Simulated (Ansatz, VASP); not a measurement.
## Cross-check of NiTe2 (Melonite) between VASP and Ansatz

Aim: how closely do two programs agree when they are given the same cell, functional and k mesh? The structure shown comes from an earlier Ansatz run, which isn't shown and may have moved the atoms alone.

Calculated with Ansatz 0.2.0; plane waves, with VASP 6.6.1 beside it; elastic constants at LDA.

### 1. Starting point

It takes space group P-3m1 (No. 164, trigonal). Conventional cell: a = 3.800 Å, b = 3.800 Å, c = 5.102 Å, α = 90.00°, β = 90.00°, γ = 120.00°. Nearest to Ni lie 6 Te at 2.54 Å. Te has 3 Ni at 2.54 Å nearest. Farther neighbours and most contacts between anions are not listed.

### 2. Ansatz: elastic constants, LDA

Ansatz runs on its default PAW (the set named soft_2) files.

Elastic constants are differences of stresses under small strains, so they test the stress and the mesh.

File input.yaml:

```yaml
crystal:
  lattice:
    - [3.7995241302, 0.0, 0.0]
    - [-1.8997620651, 3.2904844191, 0.0]
    - [0.0, 0.0, 5.1023631453]
  atoms:
    - { symbol: Ni, position: [0.0, 0.0, 0.0] }
    - { symbol: Te, position: [0.3333333333, 0.6666666667, 0.2509713077] }
    - { symbol: Te, position: [0.6666666667, 0.3333333333, 0.7490286923] }
kpoints:
  mp_grid: { grid: [6, 6, 4] }
hamiltonian:
  xc: lda
scf:
  occupations: { method: gaussian, width: 0.1 }
output:
  forces: true
  stress: true
  eigenvalues: true
elastic:
  mode: relaxed_ion
  stencil: two_point
```

Started as:

```
$ ansatz run input.yaml --threads 2 --pin off --max-ram 5120MiB --backend cpu --events-out ev --progress --plain --runs-dir out
```

Numbers of over 12 decimals in the logs are rounded to 6 here.

What it wrote:

```text
Engine: ansatz 0.2.0, x86_64-unknown-linux-gnu
Pseudopotentials: kind: paw
Pseudopotential: Ni, paw, valence charge 18, recommended cutoff 420 eV (normal), Ni.paw.azcp
Pseudopotential: Te, paw, valence charge 16, recommended cutoff 420 eV (normal), Te.paw.azcp
Functional definition: SPW92
  exchange = slater_x
  correlation = pw_c
Crystal: 3 atoms, lattice volume = 63.791 Å³
Basis set: ecut = 420 eV, 1253 PW (Γ)
Bands: 30, of which v1, the nominal top of the filled ones, is band 25 counted from 1 (24 counted from 0)
Symmetry: 12 space group operations
Space group: P-3m1 (ITA 164), of the structure as read, at distance tolerance 4.0e-5 Å
k-points: 24 of 144
Non-local potential: Ni, projectors of the file, l = 0: 3, l = 1: 2, l = 2: 3, l = 3: 1
Non-local potential: Te, projectors of the file, l = 0: 2, l = 1: 2, l = 2: 2, l = 3: 2
PAW form: soft (Blöchl's): semilocal exchange-correlation on the pseudo side does not see the compensation charge
PAW frozen core: Ni, regenerated for the run's functional, and the local potential with it (the file was generated under x = pbe(κ = 0.804, μ = 0.219515), c = pbe(β = 0.066725))
PAW frozen core: Te, regenerated for the run's functional, and the local potential with it (the file was generated under x = pbe(κ = 0.804, μ = 0.219515), c = pbe(β = 0.066725))
PAW one-centre angular grid: Ni, 590 points (default); XC on 64 Gauss nodes
PAW one-centre angular grid: Te, 590 points (default); XC on 64 Gauss nodes
Initial density: superposition of atomic densities (neutral atoms: chi_scale 0, normalization atom), corrected by the library's trained network
Initial wavefunctions: pseudopotential atomic-orbital guess
Functional: x = slater, c = lda
SCF iter   1: F=—  HF=-19428.609644 eV  |F-HF|=—  |Δ(HF+E_count)|=         —  Δρ=1.19e-2  dr2=4.34e-2  ethr=1.77e-3  ⟨swp⟩=6.0  Hψ=2989  notcnv=0
preconditioner: auto → LDOS  [insulator: Δε(μ)=0.127 eV  Ē_g=8.538 eV  σ=0.100 eV  W_gap=0.55  n_scr=22 (ndim 8)  ℏωp=21.8 eV  f_vac=0.010  D(μ)=1.40/eV (n_scr^D=8)  ε∞_Penn≈7.5  β→1.0]
SCF iter   2: F=—  HF=-19428.610234 eV  |F-HF|=—  |Δ(HF+E_count)|=   5.90e-4  Δρ=1.12e-2  dr2=4.30e-2  ethr=8.67e-5  ⟨swp⟩=2.0  Hψ=1609  notcnv=0  defer=17
preconditioner: auto → Kerker (q_TF=auto, 2.620 Å⁻¹)  [metal: Δε(μ)=0.114 eV  Ē_g=8.560 eV  σ=0.100 eV  W_gap=0.50  n_scr=22 (ndim 8)  ℏωp=21.8 eV  f_vac=0.008  D(μ)=1.44/eV (n_scr^D=8)  β→0.5]
SCF iter   3: F=—  HF=-19428.601642 eV  |F-HF|=—  |Δ(HF+E_count)|=   8.59e-3  Δρ=3.11e-3  dr2=4.86e-3  ethr=8.60e-5  ⟨swp⟩=2.3  Hψ=1092  notcnv=0  defer=17
SCF iter   4: F=—  HF=-19428.601296 eV  |F-HF|=—  |Δ(HF+E_count)|=   3.46e-4  Δρ=1.07e-3  dr2=1.11e-3  ethr=9.72e-6  ⟨swp⟩=1.0  Hψ=703  notcnv=0  defer=17
SCF iter   5: F=—  HF=-19428.601120 eV  |F-HF|=—  |Δ(HF+E_count)|=   1.75e-4  Δρ=1.99e-4  dr2=8.03e-5  ethr=2.22e-6  ⟨swp⟩=1.5  Hψ=729  notcnv=0  defer=17
SCF iter   6: F=—  HF=-19428.601108 eV  |F-HF|=—  |Δ(HF+E_count)|=   1.22e-5  Δρ=1.02e-4  dr2=6.31e-6  ethr=1.61e-7  ⟨swp⟩=2.0  Hψ=900  notcnv=0  defer=17
SCF iter   7: F=—  HF=-19428.601107 eV  |F-HF|=—  |Δ(HF+E_count)|=   1.02e-6  Δρ=2.06e-5  dr2=6.02e-7  ethr=1.26e-8  ⟨swp⟩=1.6  Hψ=733  notcnv=0  defer=17
SCF iter   8: F=—  HF=-19428.601107 eV  |F-HF|=—  |Δ(HF+E_count)|=   1.45e-7  Δρ=8.87e-6  dr2=5.84e-8  ethr=1.20e-9  ⟨swp⟩=2.0  Hψ=928  notcnv=0  defer=17
SCF iter   9: F=—  HF=-19428.601107 eV  |F-HF|=—  |Δ(HF+E_count)|=   1.85e-8  Δρ=2.47e-6  dr2=5.51e-9  ethr=1.17e-10  ⟨swp⟩=2.6  Hψ=1273  notcnv=0  defer=17
SCF iter  10: F=—  HF=-19428.601107 eV  |F-HF|=—  |Δ(HF+E_count)|=  7.13e-10  Δρ=9.06e-7  dr2=8.10e-10  ethr=1.10e-11  ⟨swp⟩=2.6  Hψ=1149  notcnv=0  defer=17
[...]
SCF 1 converged in 14 iterations: F = -19428.601107 eV  dr2 = 1.46e-14
  greatest PAW one-centre occupation: 1.002 electrons in one spin orbital (limit 2), on the Ni atom at site 0 (counted from 0), in its partial waves of l = 1
relax step   1: F+E_penalty+E_count = -19428.60110696 eV  Δ(F+E_penalty+E_count) = +0.000e0 eV  max|allowed force component| = 4.299e-4 eV/Å  Δτ_max = 0.0000 Å  (14 SCF iters, accepted)
Initial density: handed on by an earlier stage of this run
Initial wavefunctions: pseudopotential atomic-orbital guess (no wavefunctions were taken with the density)
[...]
SCF 28 converged in 10 iterations: F = -19428.601081 eV  dr2 = 3.88e-18
relax step   3: F+E_penalty+E_count = -19428.60108063 eV  Δ(F+E_penalty+E_count) = -1.837e-9 eV  max|allowed force component| = 9.898e-8 eV/Å  Δτ_max = 0.0000 Å  (10 SCF iters, accepted)
[...]
SCF iter   1: F=—  HF=-19428.601081 eV  |F-HF|=—  |Δ(HF+E_count)|=         —  Δρ=1.84e-10  dr2=1.04e-17  ethr=1.00e-12  ⟨swp⟩=2.4  Hψ=6371  notcnv=0
iter 2 did not close the SCF: its close was put off for the readings that it lacked (scf_convergence_deferred on its scf_iter line)
SCF iter   2: F=-19428.601081 eV  HF=-19428.601081 eV  |F-HF|=0.00e0  |Δ(HF+E_count)|=  7.28e-12  Δρ=7.94e-11  dr2=2.64e-18  ethr=2.00e-16 (applied; sched 1.00e-12)  ⟨swp⟩=2.4  Hψ=2713  notcnv=0
iter 3 did not close the SCF: its close was put off for the readings that it lacked (scf_convergence_deferred on its scf_iter line)
SCF iter   3: F=-19428.601081 eV  HF=-19428.601081 eV  |F-HF|=0.00e0  |Δ(HF+E_count)|=  7.28e-12  Δρ=4.61e-11  dr2=1.56e-18  ethr=2.00e-16 (applied; sched 1.00e-12)  ⟨swp⟩=1.0  Hψ=1410  notcnv=0
iter 4 did not close the SCF: its close was put off for the readings that it lacked (scf_convergence_deferred on its scf_iter line)
SCF iter   4: F=-19428.601081 eV  HF=-19428.601081 eV  |F-HF|=0.00e0  |Δ(HF+E_count)|=  7.28e-12  Δρ=3.55e-11  dr2=5.38e-19  ethr=2.00e-16 (applied; sched 1.00e-12)  ⟨swp⟩=1.0  Hψ=1410  notcnv=0
iter 5 did not close the SCF: its close was put off for the readings that it lacked (scf_convergence_deferred on its scf_iter line)
SCF iter   5: F=-19428.601081 eV  HF=-19428.601081 eV  |F-HF|=0.00e0  |Δ(HF+E_count)|=    0.00e0  Δρ=1.69e-11  dr2=8.56e-20  ethr=2.00e-16 (applied; sched 1.00e-12)  ⟨swp⟩=1.0  Hψ=1410  notcnv=0
SCF iter   6: F=-19428.601081 eV  HF=-19428.601081 eV  |F-HF|=1.46e-11  |Δ(HF+E_count)|=  7.28e-12  Δρ=5.06e-12  dr2=1.35e-20  ethr=1.00e-12  ⟨swp⟩=1.0  Hψ=3009  notcnv=0
SCF 29 converged in 6 iterations: F = -19428.601081 eV  dr2 = 1.35e-20
SCF converged after 13 iterations
Free energy (F): -19428.601107 eV
Harris-Foulkes:  -19428.601107 eV  (|F-HF|=7.28e-12)
Internal energy: -19428.594096 eV  (E = F + TS)
E sigma→0 (E₀):  -19428.597602 eV
Entropy (-TS):   -0.007011 eV (-2.337 meV/atom)
Fermi energy:    13.268996 eV
--- Per-component energies (eV) ---
  E_band       = -772.409369
  E_kinetic    = 652.599315
  E_local      = -6793.651258  (includes V_loc(G=0)·N_el)
  E_nonlocal   = 31.662766
  E_hartree    = 3477.702564
  E_xc         = -334.766374
  E_vxc        = -322.478825  (∫ρ·V_xc dr)
  E_paw        = -10586.152869  (= ΣΔE_a)
  E_vpaw       = -1295.946477  (= ΣTr[D̂ρ^β])
  E_aug_tail   = -0.000020  (compensation charges beyond the density's cutoff)
  E_ewald      = -5877.779664
  E_core_change = 1.791443  (= ΣΔE_core)
  E_smearing   = -0.007011  (= −TS)
  E_closure    = 0.000000  (closes the sum)
  Σ components = -19428.601107   (vs F -19428.601107, Δ=0.00e0)
--- Forces (eV/Å), atoms counted from 1 ---
  atom   1  Ni    -0.00000000     0.00000000     0.00000000
  atom   2  Te     0.00000000     0.00000000    -0.00000002
  atom   3  Te     0.00000000    -0.00000000     0.00000002
  max |Σ_I F_I| component: 4.34e-19 eV/Å
--- Stress (GPa, compression-positive) ---
       -0.001529       0.000000       0.000000
        0.000000      -0.001529      -0.000000
        0.000000       0.000000      -0.008773
  P = ⅓ Tr σ = -0.0039 GPa (-0.039 kbar)
--- Band table (eV; the first three rows and the last of 24) ---
  k-point 0: bands = [... 21 lower, 11.4484, 13.5122, 13.5122, 14.1455, 14.1455, 15.8352, 16.6532, 18.8949, ... 1 higher]
  k-point 1: bands = [... 21 lower, 11.4598, 13.1312, 13.1312, 14.4014, 14.6281, 14.6281, 17.0737, 19.0991, ... 1 higher]
  k-point 2: bands = [... 21 lower, 11.4612, 12.5935, 12.8854, 12.8854, 15.0038, 15.0038, 17.8773, 18.5831, ... 1 higher]
  k-point 23: bands = [... 21 lower, 10.5421, 11.0690, 11.3665, 11.3665, 15.6299, 15.6299, 20.4328, 20.4328, ... 1 higher]
--- Elastic constants: 3 strain directions × 2 members + reference (group order 12) ---
  dense FFT box of the reference and of every strained cell: 27×27×36
  strains applied: 11, 33, 23; error gains: componentwise 1.00 (the most a stress slope's error grows in a printed constant), spectral 1.41 (1 for all six strains in a standard setting)
  reference relaxed by the batch: 3 steps; max|allowed force component| 4.30e-4 eV/Å at the deck's positions, 1.80e-8 at the last accepted step, 1.92e-8 by the solve of record
  largest displacement 3.5e-5 Å; the constants are those of the deck's cell at these positions:
  atoms:
    - { symbol: Ni, position: [0, 0, 0.0] }
    - { symbol: Te, position: [0.333333, 0.666667, 0.250978] }
    - { symbol: Te, position: [0.666667, 0.333333, 0.749022] }
  C = ∂σ_k/∂η_j (tension-positive GPa; Voigt order 11 22 33 23 13 12):
       168.653     49.995     45.146    -15.597      0.000      0.000
        49.995    168.653     45.146     15.597      0.000      0.000
        45.188     45.188     95.360     -0.000      0.000      0.000
       -15.617     15.617      0.000     40.969      0.000      0.000
         0.000      0.000      0.000      0.000     40.969    -15.617
         0.000      0.000      0.000      0.000    -15.597     59.329
  reference stress σ⁰ (GPa):      0.002      0.002      0.009      0.000     -0.000     -0.000
  C* (energy form; C + prestress term) asymmetry max|C*_kj − C*_jk| = 4.900e-2 GPa — a small one proves nothing (zero by symmetry where the batch's group is 432, −43m or m−3m); a large one is finite-difference/SCF noise where every solve meets its electron count
  moduli (Voigt/Reuss/Hill, GPa): K = 79.26/73.33/76.29   G = 47.74/41.64/44.69   E = 112.17   ν = 0.255
  mechanically stable: yes (min eigenvalue of sym C = 32.04 GPa)
  strain η (Voigt 11):  stress-route row diagonal C_11 = 168.65 GPa, energy-path curvature d²(F+E_count+ΔE)/dδ²/Ω₀ = 168.54 GPa
         δ    σ_11 (GPa)             F (eV)   n_scf  n_hpsi   n_pw
    -2.000e-3      -0.3364      -19428.6009630       6   17311   1259   relax 4 steps, max|allowed force component| 4.57e-5 eV/Å
     2.000e-3       0.3382      -19428.6009741       6   17250   1266   relax 3 steps, max|allowed force component| 4.86e-6 eV/Å
  strain η (Voigt 33):  stress-route row diagonal C_33 = 95.36 GPa, energy-path curvature d²(F+E_count+ΔE)/dδ²/Ω₀ = 95.31 GPa
         δ    σ_33 (GPa)             F (eV)   n_scf  n_hpsi   n_pw
    -2.000e-3      -0.1852      -19428.6010399       6    8725   1256   relax 3 steps, max|allowed force component| 2.91e-7 eV/Å
     2.000e-3       0.1962      -19428.6010338       6    8655   1264   relax 3 steps, max|allowed force component| 5.20e-7 eV/Å
  strain η (Voigt 23):  stress-route row diagonal C_44 = 40.97 GPa, energy-path curvature d²(F+E_count+ΔE)/dδ²/Ω₀ = 41.00 GPa
         δ    σ_23 (GPa)             F (eV)   n_scf  n_hpsi   n_pw
    -2.000e-3      -0.0822      -19428.6010801       6   17131   1262   relax 3 steps, max|allowed force component| 1.36e-5 eV/Å
     2.000e-3       0.0816      -19428.6010806       6   17201   1262   relax 3 steps, max|allowed force component| 9.90e-8 eV/Å
```

The column dr2 measures how far the density is from self-consistency, as an energy; F and HF (Harris–Foulkes) agree once it is small.

(Part 1 of 2 ends here.)

[Lines on the potential files, build, host, timing and source positions are cut from VASP's logs without a mark.]

[Logs are printed without paths, hosts, clocks, repeated set-up lines and the standing remarks that a program may print on its own settings, such as how far it seeks lower states.]

[Hosts, paths, dates, database ids (printed as entryN), source tags and the programs' standing remarks are cut or masked in the printed files.]
